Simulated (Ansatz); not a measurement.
The same group exchange along the group O, S, Se, Te.

Computed with Ansatz on PBE0-D4/def2-TZVP structures; ΔE is electronic, products minus reactants. CCSD(T)/CBS adds triple-zeta CCSD(T) − MP2 to the extrapolated MP2 energy (def2 sets, frozen cores). This one scheme is used for every species. Functionals use def2-TZVPP. def2 core potentials past Kr. For Se, Te outer-core shells are correlated without core-valence functions, which leaves a few kJ/mol of doubt a bond. Scalar relativity is left out up to krypton. One conformer a species, not always the lowest.

```csv
reaction,CCSD(T)/CBS(def2) (kJ/mol)
silanol + `C=CCC` → `C=C([SiH3])CC` + H₂O,?
`[SiH3]S` + `C=CCC` → `C=C([SiH3])CC` + H₂S,57
`[SiH3][SeH]` + `C=CCC` → `C=C([SiH3])CC` + H₂Se,63
`[SiH3][TeH]` + `C=CCC` → `C=C([SiH3])CC` + H₂Te,63
```

(1) Fill in the missing values. (An estimate is asked.)

Largest T1 diagnostic: 0.011, for `[SiH3]S`.

Answers

(1) The calculation gave: silanol + `C=CCC` → `C=C([SiH3])CC` + H₂O: +84.4 kJ/mol.
